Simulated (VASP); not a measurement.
Crystal: Te.

```xyz
3
Lattice="4.3110 0.0000 0.0000 -2.1555 3.7335 0.0000 0.0000 0.0000 5.9737" Properties=species:S:1:pos:R:3 pbc="T T T"
Te    1.2300    0.0000    1.9912
Te   -0.6150    1.0652    3.9825
Te    1.5405    2.6683    5.9737
```

Base run:

```yaml
Program: VASP 6.6.1
Functional: HSE06
Potentials_or_basis: VASP PAW PBE potentials, release 64 (Te)
Cutoff: 520 eV
k_mesh: 6 × 6 × 3
Occupations: gaussian, width 0.03 eV
Spin: no spin polarisation
```

Its results: pressure 0.0 GPa.

Question: The run is repeated on the same cell with these changes: functional from HSE06 to PBE. What comes out?

Answer: Pressure 2.5 GPa.

Caveats: the PAW data sets were made with another functional, which shifts forces and pressure a little (some runs).
